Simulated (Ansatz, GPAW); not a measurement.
# CuI (110), 8 units: simulated STM images

Aim: Tersoff-Hamann images of CuI (110), 8 units at several biases.

Calculated with GPAW 26.7.0 and Ansatz 0.2.0; Ansatz plane waves; layer without images along its normal, relaxation of atoms and in-plane cell; PAW set soft_1, in the first sound run; inputs show where later runs differ.

Most raw output is cut from this account.

**1. Set-up**

The cell holds 16 atoms: 8 Cu and 8 I. Its edges and angles: a = 4.278 Å, b = 6.050 Å, c = 30.973 Å, α = 90.0°, β = 90.0°, γ = 90.0°. It derives from CuI (zincblende CuI). Vacuum lies along c.

**2. Relaxing the atoms**

The atoms are relaxed first, since the surface dipole, and with it the work function, follows the positions of the outer layers.

input.yaml reads:

```yaml
crystal:
  lattice:
    - [4.27799603, 0.0, 0.0]
    - [0.0, 6.05, 0.0]
    - [0.0, 0.0, 30.9729860916]
  atoms:
    - { symbol: Cu, position: [0.5, 0.5, 0.2582895939] }
    - { symbol: I, position: [0.0, 0.75, 0.2582895939] }
    - { symbol: Cu, position: [0.0, 0.0, 0.3273497099] }
    - { symbol: I, position: [0.5, 0.25, 0.3273497099] }
    - { symbol: Cu, position: [0.5, 0.5, 0.396409826] }
    - { symbol: I, position: [0.0, 0.75, 0.396409826] }
    - { symbol: Cu, position: [0.0, 0.0, 0.465469942] }
    - { symbol: I, position: [0.5, 0.25, 0.465469942] }
    - { symbol: Cu, position: [0.5, 0.5, 0.534530058] }
    - { symbol: I, position: [0.0, 0.75, 0.534530058] }
    - { symbol: Cu, position: [0.0, 0.0, 0.603590174] }
    - { symbol: I, position: [0.5, 0.25, 0.603590174] }
    - { symbol: Cu, position: [0.5, 0.5, 0.6726502901] }
    - { symbol: I, position: [0.0, 0.75, 0.6726502901] }
    - { symbol: Cu, position: [0.0, 0.0, 0.7417104061] }
    - { symbol: I, position: [0.5, 0.25, 0.7417104061] }
  periodic: [true, true, false]
kpoints:
  mp_grid: { grid: [7, 5, 1] }
hamiltonian:
  xc: pbe
  pseudopotentials: { kind: paw, azcp: { folder: soft_1 } }
scf:
  occupations: { method: fermi_dirac, width: 0.05 }
relax:
  f_tol: 0.01
  max_steps: 90
  cell: {}
```

On the command line:

```sh
> ansatz run input.yaml --threads 4 --pin off --max-ram 8192MiB --backend cpu --events-out ev --progress --plain --runs-dir out
```

It took 16 min on 4 threads of Arm Neoverse V1, shared host; peak memory 5 GiB; 62 min of CPU time.

The steps of the relaxation:

```
step  energy less that of the first step (eV)  largest force component (eV/Å)  volume (Å³)
   1                                   0.0000                          0.6421      1391.05
   2                                  -0.3748                          0.4392      1396.04
   3                                  -0.5723                          0.2615      1399.21
   4                                  -0.6666                          0.1093      1400.11
   5                                  -0.6920                          0.0713      1398.82
   6                                  -0.6946                          0.0034      1399.02
  7*                                  -0.6956                          0.0034      1399.02
```

Relaxation steps marked * repeat the geometry before them on a plane-wave basis chosen anew for their cell, so energy and pressure can jump there.

The run keeps the 4 symmetry operations that it works with, so distortions that break them were not tested.

```
cell as run  before  after  change
      a (Å)   4.278  4.294  +0.4 %
      b (Å)   6.050  6.062  +0.2 %
```

The atoms that moved most (Å, along periodic axes as changes of fractional coordinates times the final cell, across vacuum about the mean position):

```
atom     dx      dy      dz  length
Cu15  0.000   0.445  -0.639   0.778
 Cu1  0.000   0.445   0.639   0.778
  I2  0.000   0.005  -0.191   0.191
 I16  0.000   0.005   0.191   0.191
 Cu3  0.000  -0.142  -0.122   0.187
Cu13  0.000  -0.142   0.122   0.187
  I4  0.000  -0.095   0.001   0.095
 I14  0.000  -0.095  -0.001   0.095
```

Numbers from this step:

| Item | Value |
| --- | --- |
| free energy | -113107.5848 eV |
| gap by band count | 1.376 eV |
| symmetry operations | 4 |

The relaxation lowered the energy of the cell by 0.696 eV.

**3. Plane waves, PBE**

The work function is the vacuum plateau of the electrostatic potential less the Fermi level; a dipole layer lets the two faces have plateaus of their own.

This step: GPAW, PAW setups; slab in vacuum (GPAW 26.7.0).

The cell differs from the one that the last finished run ended in (c 53.746 → 31.355 Å).

run.py reads:

```python
import json
import numpy as np
from ase import Atoms
from ase.dft.stm import STM
from gpaw import GPAW, PW

slab = Atoms(
    ['Cu', 'I', 'Cu', 'I', 'Cu', 'I', 'Cu', 'I', 'Cu', 'I', 'Cu', 'I', 'Cu', 'I', 'Cu', 'I'],
    positions=[
        [2.14713, 3.47569, 8.82977],
        [0.00000, 4.55155, 8.00000],
        [0.00000, -0.14234, 10.20803],
        [2.14713, 1.42054, 10.33141],
        [2.14713, 2.97371, 12.45186],
        [-0.00000, 4.49346, 12.43782],
        [-0.00000, -0.05255, 14.58912],
        [2.14713, 1.46486, 14.61141],
        [2.14713, 2.97828, 16.76576],
        [-0.00000, 4.49568, 16.74347],
        [-0.00000, -0.05711, 18.90301],
        [2.14713, 1.46264, 18.91705],
        [2.14713, 2.88848, 21.14684],
        [-0.00000, 4.45136, 21.02346],
        [0.00000, 0.44487, 22.52510],
        [2.14713, 1.52073, 23.35487]],
    cell=[[4.29426, 0.0, 0.0], [0.0, 6.06164, 0.0], [0.0, 0.0, 31.3549]],
    pbc=[True, True, False])

slab.calc = GPAW(mode=PW(400), xc='PBE', kpts={'size': (7, 5, 1), 'gamma': True},
                 occupations={'name': 'fermi-dirac', 'width': 0.05}, nbands='160%',
                 convergence={'density': 1e-05}, maxiter=200,
                 poissonsolver={'dipolelayer': 'xy'},
                 symmetry={'tolerance': 1e-3}, txt='slab.txt')
result = {}
energy = slab.get_potential_energy()
fermi = slab.calc.get_fermi_level()
v = slab.calc.get_electrostatic_potential().mean((0, 1)) - fermi
n = slab.calc.get_pseudo_density().mean((0, 1))
L = slab.cell[2, 2]
z = np.arange(len(v)) * L / len(v)
low, high = slab.positions[:, 2].min(), slab.positions[:, 2].max()
below, above = np.interp([low - 5.8, high + 5.8], z, v)
slopes = [np.interp(x, z, np.gradient(v, z)) for x in (low - 5.8, high + 5.8)]
eps = np.array([[slab.calc.get_eigenvalues(k, s) for k in range(len(slab.calc.get_ibz_k_points()))]
                for s in range(slab.calc.get_number_of_spins())]) - fermi
top, bottom = eps[eps < 0].max(), eps[eps > 0].min()
dipole = slab.get_dipole_moment()[2]
print(f'energy {energy:.4f} eV, Fermi level {fermi:.4f} eV, dipole {dipole:.5f} e A')
print(f'potential 5.8 A off the faces, from the Fermi level: lower {below:.4f} eV, upper {above:.4f} eV')
print(f'slope of the potential there: lower {slopes[0]:.5f}, upper {slopes[1]:.5f} eV/A')
print(f'nearest levels on the mesh: {top:.4f} and {bottom:.4f} eV')
print('magnetic moment', round(slab.get_magnetic_moment(), 3))
result.update(energy=energy, fermi=fermi, dipole=dipole, below=below, above=above, slopes=slopes, edges=[top, bottom],
              z=z.tolist(), v=v.tolist(), n=n.tolist(), positions=slab.positions.tolist(),
              forces=slab.get_forces(apply_constraint=False).tolist(), moments=slab.get_magnetic_moments().tolist())

# Images need the states of the whole zone, up to time reversal
slab.calc = slab.calc.fixed_density(symmetry={'point_group': False}, txt='states.txt', nbands='250%',
                                    convergence={'bands': 'CBM+1.3'})
stm = STM(slab)
result['stm'] = []
for bias in [-1.0, 1.0]:
    height = high + 4.0
    current = stm.get_averaged_current(bias, height)
    x, y, h = stm.scan(bias, current)
    i, f = divmod(height / L * stm.ldos.shape[2], 1)
    I = abs((1 - f) * stm.ldos[:, :, int(i)] + f * stm.ldos[:, :, int(i) + 1])
    print(f'bias {bias} V: mean current at 4.0 A {current:.4e}, corrugation {np.ptp(h):.4f} A')
    result['stm'].append(dict(bias=bias, current=current, h=(h - high).tolist(), I=I.tolist()))
json.dump(result, open('result.json', 'w'))
```

On the command line:

```sh
> OMP_NUM_THREADS=1 OPENBLAS_NUM_THREADS=1 python run.py
```

It took 36 min on 1 thread; peak memory 1.8 GiB.

Numbers from this step:

| Quantity | Value |
| --- | --- |
| dipole along the normal | 0.001080 e·Å |
| levels nearest the Fermi level on the mesh | -0.7028, 0.6765 eV from the Fermi level |
| upper work function | 3.948 eV |
| lower work function | 3.948 eV |
| corrugation -1 | 0.9987 Å |
| corrugation 1 | 0.5006 Å |
| upper ionisation energy | 4.651 eV |

The electrostatic potential energy of an electron (without an applied field's), less the Fermi level, planar mean oscillates, so the rows of the table below give means over windows of 2.13 Å about each position, cut where the curve ends. Its maxima inside the range that stand out by 2 % of the span (Å: eV): 9.4: -1.64, 11.4: 0.239, 13.5: 0.373, 15.7: 0.294, 17.8: 0.373, 19.9: 0.239, 22.0: -1.65. Its minima: 8.1: -8.19, 10.2: -12.3, 12.5: -12.4, 14.6: -12.4, 16.7: -12.4, 18.9: -12.4, 21.1: -12.3, 23.2: -8.19.

Electrostatic potential energy of an electron (without an applied field's), less the Fermi level, planar mean against z; means over each step:

z (Å), electrostatic potential energy of an electron (without an applied field's), less the Fermi level, planar mean (eV) and a bar from the least value:
```
     1.06        3.9 ##############################
     3.19        3.9 ##############################
     5.32        3.9 ##############################
     7.46       -2.1 ############
     9.58       -6.0 
    11.71       -5.1 ###
    13.84       -5.0 ###
    15.97       -5.1 ###
    18.11       -5.0 ###
    20.23       -5.1 ###
    22.36       -5.0 ###
    24.50        1.0 #####################
    26.62        3.9 ##############################
    28.75        3.9 ##############################
    30.89        3.9 ##############################
```

The pseudo valence density, planar mean oscillates, so the rows of the table below give means over windows of 2 Å about each position, cut where the curve ends. Its maxima inside the range that stand out by 2 % of the span (Å: e/Å³): 7.5: 0.155, 8.7: 0.640, 10.2: 0.613, 12.4: 0.582, 14.5: 0.586, 16.9: 0.585, 19.0: 0.582, 21.1: 0.613, 22.6: 0.640, 23.9: 0.155. Its minima: 7.9: 0.110, 9.4: 0.251, 11.3: 0.162, 13.4: 0.159, 15.6: 0.165, 17.9: 0.159, 20.1: 0.162, 22.0: 0.251, 23.5: 0.110.

The pseudo valence density, planar mean by z; means over each step:

```
z (Å)  pseudo valence density, planar mean (e/Å³)
    4                                      4.0e-5
    6                                      0.0134
    8                                       0.261
   10                                       0.384
   12                                       0.328
   14                                       0.321
   16                                       0.312
   18                                       0.309
   20                                       0.286
   22                                       0.442
   24                                       0.108
   26                                     0.00212
   28                                      6.4e-6
```

Tip height over the top atom over a1 and a2. Sample bias -1 V, constant current at the mean current 4.0 Å over the top atom.

Values in Å, 12 rows by 16 columns, each cell a mean:
```
3.51 3.55 3.59 3.63 3.70 3.76 3.80 3.81 3.80 3.81 3.79 3.75 3.68 3.63 3.59 3.54
3.40 3.41 3.44 3.49 3.58 3.63 3.66 3.67 3.67 3.67 3.65 3.62 3.56 3.48 3.44 3.41
3.38 3.41 3.47 3.52 3.55 3.59 3.61 3.64 3.65 3.63 3.61 3.58 3.54 3.51 3.45 3.40
3.54 3.55 3.59 3.66 3.73 3.77 3.78 3.80 3.82 3.80 3.78 3.76 3.71 3.65 3.58 3.55
3.74 3.76 3.80 3.85 3.90 3.94 3.97 3.97 3.96 3.97 3.96 3.93 3.88 3.84 3.79 3.76
3.87 3.90 3.96 4.02 4.06 4.09 4.12 4.13 4.14 4.13 4.11 4.09 4.05 4.01 3.95 3.89
4.01 4.03 4.07 4.12 4.16 4.20 4.24 4.26 4.26 4.25 4.23 4.20 4.15 4.11 4.06 4.02
4.06 4.07 4.11 4.15 4.20 4.26 4.30 4.31 4.32 4.31 4.29 4.25 4.18 4.14 4.10 4.07
4.03 4.06 4.10 4.14 4.20 4.26 4.29 4.32 4.34 4.32 4.29 4.25 4.18 4.13 4.09 4.05
3.94 3.98 4.04 4.09 4.14 4.20 4.22 4.23 4.24 4.23 4.22 4.19 4.12 4.08 4.03 3.97
3.81 3.83 3.90 3.97 4.05 4.08 4.10 4.12 4.12 4.12 4.10 4.08 4.03 3.96 3.88 3.83
3.69 3.72 3.79 3.84 3.90 3.94 3.96 3.97 3.96 3.97 3.96 3.94 3.89 3.83 3.77 3.71
```
Columns: a1 from 0 to 0.95; rows upwards: a2 from 0 to 0.964.

Local density of states summed over the bias window over a1 and a2. Sample bias -1 V, constant height 4.0 Å over the top atom.

Values in units of 1e-7 arbitrary, 12 rows by 16 columns, each cell a mean:
```
0.6 0.6 0.7 0.7 0.8 0.9 0.9 1.0 1.1 1.0 0.9 0.9 0.8 0.7 0.6 0.6
0.5 0.5 0.6 0.6 0.6 0.6 0.7 0.7 0.7 0.7 0.7 0.6 0.6 0.6 0.5 0.5
0.5 0.5 0.5 0.5 0.6 0.6 0.7 0.7 0.7 0.7 0.7 0.6 0.6 0.5 0.5 0.5
0.7 0.7 0.7 0.7 0.7 0.8 0.9 1.0 1.0 1.0 0.9 0.8 0.7 0.7 0.7 0.7
0.8 0.9 1.0 1.0 1.1 1.3 1.4 1.4 1.4 1.4 1.4 1.3 1.1 1.0 0.9 0.9
1.1 1.2 1.3 1.5 1.7 1.9 2.1 2.2 2.2 2.2 2.0 1.9 1.7 1.5 1.3 1.2
1.5 1.6 1.7 1.9 2.2 2.6 2.8 2.9 2.9 2.9 2.8 2.5 2.1 1.9 1.6 1.5
1.6 1.7 1.9 2.1 2.5 2.8 3.1 3.3 3.4 3.2 3.0 2.8 2.4 2.1 1.8 1.7
1.5 1.7 1.9 2.2 2.6 2.9 3.0 3.1 3.1 3.1 3.0 2.9 2.5 2.1 1.9 1.6
1.3 1.4 1.6 1.8 2.1 2.3 2.5 2.7 2.8 2.7 2.5 2.3 2.0 1.8 1.6 1.4
1.0 1.0 1.2 1.4 1.7 1.9 2.0 2.1 2.1 2.1 1.9 1.8 1.6 1.4 1.2 1.0
0.8 0.8 0.9 1.0 1.2 1.3 1.3 1.4 1.3 1.4 1.3 1.3 1.1 1.0 0.9 0.8
```
Columns: a1 from 0 to 0.95; rows upwards: a2 from 0 to 0.964.

Tip height over the top atom over a1 and a2. Sample bias 1 V, constant current at the mean current 4.0 Å over the top atom.

Ten even steps from '_' (3.72 Å) to '@' (4.22 Å), each cell a mean:
```
--------==========================------
::::::::--------------------------::::::
..........::::::::::::::::::::::........
__________......................________
________________________________________
__________________......________________
____________..................__________
______......::::::::::::::::::......____
::::::::::::------------------::::::::::
------------==================----------
==========++++++++**++**++++++++========
++++++++********##########********++++++
********########%%%%%%%%%%########******
##########%%%%%%%%%%%%%%%%%%%%%%########
######%%%%%%%%@@@@@@@@@@@@@@%%%%%%%%####
####%%%%%%%%@@@@@@@@@@@@@@@@@@%%%%%%%%##
##%%%%%%%%%%@@@@@@@@@@@@@@@@@@%%%%%%%%%%
####%%%%%%%%%%@@@@@@@@@@@@@@%%%%%%%%%%##
##########%%%%%%%%@@%%@@%%%%%%%%########
******##########%%%%%%%%%%##########****
++++**********##############**********++
======++++++++**************++++++++====
```
Columns: a1 from 0 to 0.95; rows upwards: a2 from 0 to 0.964.

Local density of states summed over the bias window over a1 and a2. Sample bias 1 V, constant height 4.0 Å over the top atom.

Values in units of 1e-7 arbitrary, 12 rows by 16 columns, each cell a mean:
```
4.1 4.1 4.2 4.2 4.3 4.4 4.4 4.5 4.5 4.5 4.4 4.4 4.3 4.2 4.2 4.1
3.6 3.6 3.6 3.6 3.7 3.7 3.8 3.8 3.8 3.8 3.8 3.7 3.7 3.6 3.6 3.6
3.3 3.3 3.3 3.3 3.4 3.4 3.5 3.5 3.5 3.5 3.5 3.4 3.4 3.3 3.3 3.3
3.4 3.3 3.4 3.4 3.5 3.5 3.6 3.6 3.6 3.6 3.6 3.5 3.4 3.4 3.4 3.3
3.7 3.7 3.8 3.8 3.9 4.0 4.0 4.1 4.1 4.1 4.0 4.0 3.9 3.8 3.8 3.7
4.3 4.3 4.4 4.5 4.6 4.7 4.9 5.0 4.9 4.9 4.8 4.7 4.6 4.5 4.4 4.3
5.1 5.1 5.3 5.4 5.6 5.8 5.9 6.0 6.1 6.0 5.9 5.8 5.5 5.4 5.2 5.1
5.8 5.8 5.9 6.1 6.4 6.7 6.8 7.0 7.1 7.0 6.8 6.6 6.3 6.1 5.9 5.7
6.1 6.2 6.4 6.5 6.9 7.1 7.3 7.5 7.5 7.4 7.3 7.1 6.8 6.5 6.3 6.2
6.1 6.1 6.3 6.5 6.8 7.0 7.1 7.3 7.3 7.3 7.1 6.9 6.7 6.4 6.3 6.1
5.6 5.6 5.7 5.9 6.1 6.2 6.4 6.5 6.5 6.5 6.4 6.2 6.0 5.9 5.7 5.6
4.9 4.9 5.0 5.1 5.2 5.3 5.4 5.4 5.4 5.4 5.4 5.3 5.2 5.1 5.0 4.9
```
Columns: a1 from 0 to 0.95; rows upwards: a2 from 0 to 0.964.

Force by atom:

```
atom  x (eV/Å)  y (eV/Å)  z (eV/Å)   size
 Cu1     0.000    -0.003     0.002  0.004
  I2     0.000     0.031    -0.118  0.122
 Cu3     0.000     0.004     0.009  0.010
  I4     0.000    -0.040     0.003  0.040
 Cu5     0.000    -0.001     0.003  0.003
  I6     0.000     0.008     0.001  0.008
 Cu7     0.000    -0.004    -0.002  0.005
  I8     0.000     0.004     0.002  0.004
 Cu9     0.000    -0.004     0.002  0.005
 I10     0.000     0.004    -0.002  0.004
Cu11     0.000    -0.001    -0.003  0.003
 I12     0.000     0.008    -0.001  0.008
Cu13     0.000     0.004    -0.009  0.010
 I14     0.000    -0.040    -0.003  0.040
Cu15     0.000    -0.003    -0.003  0.004
 I16     0.000     0.032     0.118  0.122
```

The layer is gapped, so the Fermi level lies somewhere inside the gap, set by smearing and numerics, and these work functions are no property of the material; the band edges below the vacuum level are. The potential is flat to 9.0e-5 eV/Å where it is read, so the vacuum is wide enough. The geometry is the other program's minimum; here the largest force on a free atom is 0.12 eV/Å.

[end of part 1 of 2]

[Logs are printed without paths, hosts, clocks, repeated set-up lines and the standing remarks that a program may print on its own settings, such as how far it seeks lower states.]

[Hosts, paths, dates, database ids (printed as entryN), source tags and the programs' standing remarks are cut or masked in the printed files.]
